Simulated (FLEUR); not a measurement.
# GaP (F-43m) in FLEUR: further runs

One crystal, GaP, is run at these levels: PBEsol; tasks: equation of state.

All numbers are computed with FLEUR MaX-R8.1 (later development tree); they aren't measurements. Logs are shortened: lines on timing, memory, paths and dates and some standing lists are left out, and cuts for length are marked.

**Measured values to compare with.**

From “Phosphorous dimerization in GaP at high pressure”, 2017, arxiv:1709.06667, for a bulk crystal of GaP: bulk modulus 87.5 ± 0.6 GPa.

The runs below are set against these values where they give the same quantity.

### 1 The crystal as given

It takes space group F-43m (No. 216, cubic). Conventional cell: a = 5.451 Å, b = 5.451 Å, c = 5.451 Å, α = 90.00°, β = 90.00°, γ = 90.00°. Ga (site symmetry -43m) has 4 P at 2.36 Å as nearest neighbours. P (site symmetry -43m) has 4 Ga at 2.36 Å as nearest neighbours.

### 2 Equation of state, PBEsol, 19.03 Å³/atom (volume scaled by 0.94)

inp.xml reads:

```xml
<?xml version="1.0" encoding="UTF-8" standalone="no"?>
<fleurInput fleurInputVersion="0.39">
   <comment>
      GaP                                                                                                 
   </comment>
   <calculationSetup>
      <cutoffs Kmax="5.21" Gmax="16.2" GmaxXC="16.2" numbands="0"/>
      <scfLoop itmax="60" minDistance="0.00001" maxIterBroyd="15" imix="Anderson" alpha="0.05" precondParam="0.0" spinf="2.0" sdNocoIR="T"/>
      <coreElectrons ctail="T" frcor="F" kcrel="0" coretail_lmax="0"/>
      <xcFunctional name="PBEs" relativisticCorrections="F"/>
      <magnetism jspins="1"/>
      <soc l_soc="F" theta="0.0" phi="0.0" spav="F"/>
      <expertModes spex="0" secvar="F"/>
      <geometryOptimization l_f="F" forcealpha="1.0" forcemix="BFGS" epsdisp="0.00001" epsforce="0.00001"/>
      <ldaU l_linMix="F" mixParam="0.05" spinf="1.0"/>
   </calculationSetup>
   <cell>
      <bzIntegration valenceElectrons="32.0" mode="hist" fermiSmearingEnergy="0.00183747">
         <kPointListSelection listName="default-1"/>
         <!-- k-points included here -->
         <xi:include xmlns:xi="http://www.w3.org/2001/XInclude" href="kpts.xml"> </xi:include>
      </bzIntegration>
      <!-- symmetry operations included here -->
      <xi:include xmlns:xi="http://www.w3.org/2001/XInclude" href="sym.xml"> </xi:include>
      <bulkLattice scale="0.9795861087">
         <bravaisMatrix>
            <row-1>    0.0000000000000000     5.1499761210661497     5.1499761210661497</row-1>
            <row-2>    5.1499761210661497     0.0000000000000000     5.1499761210661497</row-2>
            <row-3>    5.1499761210661497     5.1499761210661497     0.0000000000000000</row-3>
         </bravaisMatrix>
      </bulkLattice>
   </cell>
   <atomSpecies>
      <species name="Gallium (Ga)" element="Ga" atomicNumber="31">
         <mtSphere radius="2.13" gridPoints="725" logIncrement="0.017"/>
         <atomicCutoffs lmax="9" lnonsphr="9"/>
         <electronConfig flipSpins="F">
            <coreConfig>(1s1/2) (2s1/2) (2p1/2) (2p3/2)</coreConfig>
            <valenceConfig>(3s1/2) (3p1/2) (3p3/2) (4s1/2) (3d3/2) (3d5/2) (4p1/2) (4p3/2)</valenceConfig>
            <stateOccupation state="(4p1/2)" spinUp="0.166667" spinDown="0.166667"/>
            <stateOccupation state="(4p3/2)" spinUp="0.333333" spinDown="0.333333"/>
         </electronConfig>
         <energyParameters s="4" p="4" d="3" f="4"/>
         <lo type="SCLO" l="0" n="3" eDeriv="0"/>
         <lo type="SCLO" l="1" n="3" eDeriv="0"/>
         <lo type="SCLO" l="1" n="3" eDeriv="1"/>
         <lo type="HELO" l="2" n="4" eDeriv="0"/>
         <lo type="HELO" l="2" n="4" eDeriv="1"/>
         <lo type="SCLO" l="3" n="4" eDeriv="2"/>
      </species>
      <species name="Phosphorous (P)" element="P" atomicNumber="15">
         <mtSphere radius="1.88" gridPoints="641" logIncrement="0.018"/>
         <atomicCutoffs lmax="8" lnonsphr="8"/>
         <electronConfig flipSpins="F">
            <coreConfig>(1s1/2) (2s1/2)</coreConfig>
            <valenceConfig>(2p1/2) (2p3/2) (3s1/2) (3p1/2) (3p3/2)</valenceConfig>
            <stateOccupation state="(3p1/2)" spinUp="0.500000" spinDown="0.500000"/>
            <stateOccupation state="(3p3/2)" spinUp="1.000000" spinDown="1.000000"/>
         </electronConfig>
         <energyParameters s="3" p="3" d="3" f="4"/>
         <lo type="SCLO" l="1" n="2" eDeriv="0"/>
         <lo type="SCLO" l="0" n="3" eDeriv="2"/>
         <lo type="SCLO" l="2" n="3" eDeriv="2"/>
         <lo type="SCLO" l="3" n="4" eDeriv="2"/>
      </species>
   </atomSpecies>
   <atomGroups>
      <atomGroup species="Gallium (Ga)">
         <relPos label="                   1">.0000000000 .0000000000 .0000000000</relPos>
         <force calculate="T" relaxXYZ="TTT"/>
      </atomGroup>
      <atomGroup species="Phosphorous (P)">
         <relPos label="                   2">-1.000/4.000 -1.000/4.000 -1.000/4.000</relPos>
         <force calculate="T" relaxXYZ="TTT"/>
      </atomGroup>
   </atomGroups>
   <output dos="F" band="F" slice="F">
      <checks vchk="F" cdinf="F"/>
      <bandDOS minEnergy="-.5*Htr" maxEnergy="0.5*Htr" sigma="0.015" storeEVData="T"/>
      <vacuumDOS vacdos="F" integ="F" star="F" nstars="0" locx1="0.0" locy1="0.0" locx2="0.0" locy2="0.0" nstm="0" tworkf="0.0"/>
      <unfoldingBand unfoldBand="F" supercellX="1" supercellY="1" supercellZ="1"/>
      <plotting iplot="0" polar="F">
         <plot TwoD="T" vec1="  1.0  0.0  0.0" vec2="  0.0  1.0  0.0" vec3="  0.0  0.0  1.0" zero="  0.0  0.0  0.0" file="plot"/>
      </plotting>
      <chargeDensitySlicing numkpt="0" minEigenval="0.0" maxEigenval="0.0" nnne="0" pallst="F"/>
      <specialOutput eonly="F"/>
      <moessbauerParams electricFieldGradient="T" isomerShift="T" coreHyperfine="T" valenceHyperfine="T"/>
      <magneticCircularDichroism mcd="F" energyLo="-10.0" energyUp="0.0"/>
   </output>
  <!-- We include the file relax.xml here to enable relaxations (see documentation) -->
  <xi:include xmlns:xi="http://www.w3.org/2001/XInclude" href="relax.xml"> <xi:fallback/> </xi:include>
</fleurInput>
```

Potentials or basis: all-electron, FLAPW.

Command:

```
inpgen -f crystal.txt -profile fastHighL
# inp.xml edited to the form shown
fleur_MPI
```

Output:

```text
Welcome to FLEUR        (www.flapw.de)
      MaX-Release 8.1          (www.max-centre.eu)

 ========== k-point set info ==========
 Selected k-point list: default-1
 k-point list type: mesh
 8 x 8 x 8
 Number of k points: 29

 ------------Calculation Setup---------------------------
 Number of MPI-tasks      :            1
 Number of PE/node        :            1
 Number of OMP-threads    :            1
 Most efficient MPI parallelization for:
           1          29
 Additional eigenvalue parallelization possible
 Number of basis functions:          704
 Approximate size of matrices (H+S) per k-point:         0.015 GB
 --------------------------------------------------------
 Iteration:     1   Distance:       8.81425864 me/bohr^3
 Iteration:     2   Distance:       8.05209385 me/bohr^3
 Iteration:     3   Distance:       4.39519255 me/bohr^3
 Iteration:     4   Distance:       1.38137803 me/bohr^3
 Iteration:     5   Distance:       1.12443332 me/bohr^3
 Iteration:     6   Distance:       0.26073402 me/bohr^3
 Iteration:     7   Distance:       0.16329441 me/bohr^3
 Iteration:     8   Distance:       0.03345117 me/bohr^3
 Iteration:     9   Distance:       0.00750056 me/bohr^3
 Iteration:    10   Distance:       0.00348072 me/bohr^3
 Iteration:    11   Distance:       0.00049322 me/bohr^3
 Iteration:    12   Distance:       0.00043961 me/bohr^3
 Iteration:    13   Distance:       0.00009337 me/bohr^3
 Iteration:    14   Distance:       0.00000747 me/bohr^3

 ********************************************************************
 Run finished successfully
 Stop message:
   all done
 ********************************************************************
```

out.xml (last iteration):

```text
<iteration numberForCurrentRun="   14" overallNumber="   14">
         <energyParameters units="Htr">
            <atomicEP atomType="1" spin="1" branch="4s" branchLowest="-5.02" branchHighest="1.37" value="-0.0631300586"/>
            <atomicEP atomType="1" spin="1" branch="4p" branchLowest="-3.21" branchHighest="2.07" value="0.1151966731"/>
            <atomicEP atomType="1" spin="1" branch="3d" branchLowest="-9.99" branchHighest="-0.24" value="-0.2929235447"/>
            <atomicEP atomType="1" spin="1" branch="4f" branchLowest="-9.99" branchHighest="3.86" value="0.4566562794"/>
            <loAtomicEP atomType="1" spin="1" branch="3s" branchLowest="-45.92" branchHighest="-5.02" value="-5.0208264490"/>
            <loAtomicEP atomType="1" spin="1" branch="3p" branchLowest="-39.93" branchHighest="-3.21" value="-3.2181362724"/>
            <loAtomicEP atomType="1" spin="1" branch="3p" branchLowest="-39.93" branchHighest="-3.21" value="-3.2181362724"/>
            <heloAtomicEP atomType="1" spin="1" branch="4d" branchLowest="2.39" branchHighest="2.39" value="2.3948370748"/>
            <heloAtomicEP atomType="1" spin="1" branch="4d" branchLowest="2.39" branchHighest="2.39" value="2.3948370748"/>
            <loAtomicEP atomType="1" spin="1" branch="4f" branchLowest="-9.99" branchHighest="3.86" value="0.4566587428"/>
            <atomicEP atomType="2" spin="1" branch="3s" branchLowest="-5.91" branchHighest="1.36" value="-0.2656819139"/>
            <atomicEP atomType="2" spin="1" branch="3p" branchLowest="-4.10" branchHighest="1.89" value="-0.0631913177"/>
            <atomicEP atomType="2" spin="1" branch="3d" branchLowest="-9.99" branchHighest="2.30" value="0.1360825275"/>
            <atomicEP atomType="2" spin="1" branch="4f" branchLowest="-9.99" branchHighest="5.16" value="0.3017226100"/>
            <loAtomicEP atomType="2" spin="1" branch="2p" branchLowest="-9.99" branchHighest="-4.10" value="-4.1050512815"/>
            <loAtomicEP atomType="2" spin="1" branch="3s" branchLowest="-5.91" branchHighest="1.36" value="-0.2656819139"/>
            <loAtomicEP atomType="2" spin="1" branch="3d" branchLowest="-9.99" branchHighest="2.30" value="0.1360833295"/>
            <loAtomicEP atomType="2" spin="1" branch="4f" branchLowest="-9.99" branchHighest="5.16" value="0.3017263359"/>
         </energyParameters>
         <eigenvalues>
            <eigenvaluesAt spin="1" ikpt="1" k_x="0.00000000" k_y="0.00000000" k_z="0.00000000">
                      -5.0208234809       -4.1049221531       -4.1049221531       -4.1049221531       -3.2164419423
                      -3.2164419423       -3.2164419423       -0.3017976723       -0.3017976723       -0.3017976723
                      -0.2973763488       -0.2973763488       -0.2407022729        0.2372519103        0.2372519103
                       0.2372519103        0.3202960923        0.3768695223        0.3768695223        0.3768695223
                       0.5630570248        0.5962761508        0.5962761508        0.6955464262        0.6955464262
            </eigenvaluesAt>
            <eigenvaluesAt spin="1" ikpt="2" k_x="0.00000000" k_y="0.00000000" k_z="0.12500000">
                      -5.0208234554       -4.1049219549       -4.1049219549       -4.1049216962       -3.2164422503
                      -3.2164419527       -3.2164419527       -0.3025004688       -0.3015843837       -0.3015843837
[... 43 lines left out ...]
         </allElectronCharges>
         <moessbauerParams unitsHFF="kG" unitsIS="e/bohr^3" unitsEFG="Htr/bohr^2">
            <coreIsomerShift atomType="1" isTotal="27949.29989">
               <shell n="1" l="0" isomerShift="25400.31287"/>
               <shell n="2" l="0" isomerShift="2528.31297"/>
               <shell n="2" l="1" isomerShift="20.67405"/>
            </coreIsomerShift>
            <coreIsomerShift atomType="2" isTotal="2368.31683">
               <shell n="1" l="0" isomerShift="2205.92657"/>
               <shell n="2" l="0" isomerShift="162.39026"/>
            </coreIsomerShift>
            <isomerShift atomType="1" nucleusRadius="0.0000972" averageDensity="28348.58215"/>
            <isomerShift atomType="2" nucleusRadius="0.0000742" averageDensity="2380.69495"/>
            <electricFieldGradient atomType="1" VXX="0.00000" VYY="0.00000" VZZ="0.00000" asymParam="0.00000">
            </electricFieldGradient>
            <electricFieldGradient atomType="2" VXX="0.00000" VYY="0.00000" VZZ="0.00000" asymParam="0.00000">
            </electricFieldGradient>
         </moessbauerParams>
         <totalEnergy                                    value="    -2284.2050823970" units="Htr">
            <sumOfEigenvalues                            value="    -1302.1491438544">
               <coreElectrons value="-1245.5020476706"/>
               <valenceElectrons value="-56.6470961838"/>
            </sumOfEigenvalues>
            <densityCoulombPotentialIntegral value="-3498.5874732907"/>
            <densityEffectivePotentialIntegral value="-3625.4776960545"/>
            <chargeDenXCDenIntegral value="-96.8635812573"/>
            <FockExchangeEnergyValence value="0.0000000000"/>
            <FockExchangeEnergyCore value="0.0000000000"/>
            <atomTypeDependentContributions atomType="1">
               <electronNucleiInteractionDifferentMTs value="2335.6191658034"/>
               <MadelungTerm value="-14.8734801108"/>
            </atomTypeDependentContributions>
            <atomTypeDependentContributions atomType="2">
               <electronNucleiInteractionDifferentMTs value="400.6581617962"/>
               <MadelungTerm value="-10.2255089841"/>
            </atomTypeDependentContributions>
            <tkbTimesEntropy value="0.0000000000"/>
            <freeEnergy value="-2284.2050823970"/>
            <extrapolationTo0K value="-2284.2050823970"/>
         </totalEnergy>
         <densityConvergence units="me/bohr^3">
            <chargeDensity spin="1" distance="0.0000074671"/>
         </densityConvergence>
      </iteration>
```

Wall time 2.5 min (1 thread of Arm Neoverse V1, shared host); peak memory 0.07 GiB.

What came out:

* Free energy: -62156.3868 eV
* Band gap on the k mesh: 1.38 eV, indirect (least direct gap 2.26 eV)
* Valence electrons inside the program's atomic spheres: Ga 19.21; P 8.44 (radii Ga 2.13, P 1.88 bohr)

### 3 Equation of state, PBEsol, 19.43 Å³/atom (volume scaled by 0.96)

Edit inp.xml of step 2 so:

```diff
@@ -24,3 +24,3 @@
       <xi:include xmlns:xi="http://www.w3.org/2001/XInclude" href="sym.xml"> </xi:include>
-      <bulkLattice scale="0.9795861087">
+      <bulkLattice scale="0.9864848297">
          <bravaisMatrix>
```

Potentials or basis: all-electron, FLAPW.

Command:

```
inpgen -f crystal.txt -profile fastHighL
# inp.xml edited to the form shown
fleur_MPI
```

Run time: 2.7 min. Hardware: 1 thread of Arm Neoverse V1, shared host; peak memory 0.08 GiB.

It converged, with:

```yaml
Free_energy: -62156.4080 eV
Band_gap_on_the_k_mesh: 1.43 eV, indirect (least direct gap 2.08 eV)
Valence_electrons_inside_the_program's_atomic_spheres: Ga 19.19; P 8.43 (radii Ga 2.13, P 1.88 bohr)
```

### 4 Equation of state, PBEsol, 19.84 Å³/atom (volume scaled by 0.98)

Edit inp.xml of step 3 so:

```diff
@@ -24,3 +24,3 @@
       <xi:include xmlns:xi="http://www.w3.org/2001/XInclude" href="sym.xml"> </xi:include>
-      <bulkLattice scale="0.9864848297">
+      <bulkLattice scale="0.9932883884">
          <bravaisMatrix>
```

Command:

```
inpgen -f crystal.txt -profile fastHighL
# inp.xml edited to the form shown
fleur_MPI
```

It took 2.7 min on 1 thread of Arm Neoverse V1, shared host; peak memory 0.08 GiB.

The run converged. Its results:

* Free energy: -62156.4187 eV
* Band gap on the k mesh: 1.47 eV, indirect (least direct gap 1.91 eV)
* Valence electrons inside the program's atomic spheres: Ga 19.17; P 8.42 (radii Ga 2.13, P 1.88 bohr)

### 5 Equation of state, PBEsol, 20.24 Å³/atom

Edit inp.xml of step 4 so:

```diff
@@ -24,3 +24,3 @@
       <xi:include xmlns:xi="http://www.w3.org/2001/XInclude" href="sym.xml"> </xi:include>
-      <bulkLattice scale="0.9932883884">
+      <bulkLattice scale="1.0000000000">
          <bravaisMatrix>
```

Command:

```
inpgen -f crystal.txt -profile fastHighL
# inp.xml edited to the form shown
fleur_MPI
```

Wall time 2.8 min (1 thread of Arm Neoverse V1, shared host); peak memory 0.08 GiB.

It converged, with:

* Free energy: -62156.4202 eV
* Band gap on the k mesh: 1.52 eV, indirect (least direct gap 1.75 eV)
* Valence electrons inside the program's atomic spheres: Ga 19.15; P 8.41 (radii Ga 2.13, P 1.88 bohr)

### 6 Equation of state, PBEsol, 20.65 Å³/atom (volume scaled by 1.02)

Edit inp.xml of step 5 so:

```diff
@@ -24,3 +24,3 @@
       <xi:include xmlns:xi="http://www.w3.org/2001/XInclude" href="sym.xml"> </xi:include>
-      <bulkLattice scale="1.0000000000">
+      <bulkLattice scale="1.0066227096">
          <bravaisMatrix>
```

Potentials or basis: all-electron, FLAPW.

Command:

```
inpgen -f crystal.txt -profile fastHighL
# inp.xml edited to the form shown
fleur_MPI
```

Run time: 3.1 min. Hardware: 1 thread of Arm Neoverse V1, shared host; peak memory 0.08 GiB.

It converged, with:

```yaml
Free_energy: -62156.4133 eV
Band_gap_on_the_k_mesh: 1.53 eV, indirect (least direct gap 1.59 eV)
Valence_electrons_inside_the_program's_atomic_spheres: Ga 19.13; P 8.39 (radii Ga 2.13, P 1.88 bohr)
```

### 7 Equation of state, PBEsol, 21.05 Å³/atom (volume scaled by 1.04)

Edit inp.xml of step 6 so:

```diff
@@ -24,3 +24,3 @@
       <xi:include xmlns:xi="http://www.w3.org/2001/XInclude" href="sym.xml"> </xi:include>
-      <bulkLattice scale="1.0066227096">
+      <bulkLattice scale="1.0131594038">
          <bravaisMatrix>
```

Command:

```
inpgen -f crystal.txt -profile fastHighL
# inp.xml edited to the form shown
fleur_MPI
```

It took 3.5 min on 1 thread of Arm Neoverse V1, shared host; peak memory 0.08 GiB.

It converged, with:

```yaml
Free_energy: -62156.3990 eV
Band_gap_on_the_k_mesh: 1.43 eV, direct
Valence_electrons_inside_the_program's_atomic_spheres: Ga 19.12; P 8.38 (radii Ga 2.13, P 1.88 bohr)
```

### 8 Equation of state, PBEsol, 21.45 Å³/atom (volume scaled by 1.06)

Edit inp.xml of step 7 so:

```diff
@@ -24,3 +24,3 @@
       <xi:include xmlns:xi="http://www.w3.org/2001/XInclude" href="sym.xml"> </xi:include>
-      <bulkLattice scale="1.0131594038">
+      <bulkLattice scale="1.0196128224">
          <bravaisMatrix>
```

Command:

```
inpgen -f crystal.txt -profile fastHighL
# inp.xml edited to the form shown
fleur_MPI
```

Wall time 3.5 min (1 thread of Arm Neoverse V1, shared host); peak memory 0.08 GiB.

Results (log left out):

- Free energy: -62156.3780 eV
- Band gap on the k mesh: 1.28 eV, direct
- Valence electrons inside the program's atomic spheres: Ga 19.10; P 8.37 (radii Ga 2.13, P 1.88 bohr)

### 9 Equation of state, PBEsol

Potentials or basis: all-electron, FLAPW.

No new run: the results of the series are fitted here.

What came out:

* Equilibrium volume: 20.10 Å³/atom
* Bulk modulus: 85 GPa
* Pressure derivative of the bulk modulus: 4.5

Energy against volume, from the lowest point:
```
volume (Å³/atom)  energy (meV/atom)
          19.026              16.73
          19.431               6.13
          19.836               0.74
          20.240               0.00
          20.645               3.44
          21.050              10.60
          21.455              21.11
```

### 10 Comparison with measurements

Step 9. Measured bulk modulus of GaP: 87.5 GPa (“Phosphorous dimerization in GaP at high pressure”, 2017, arxiv:1709.06667). This calculation gives 85 GPa (-2.9 %). The fit is for a static lattice scaled at fixed shape and fixed fractional positions.
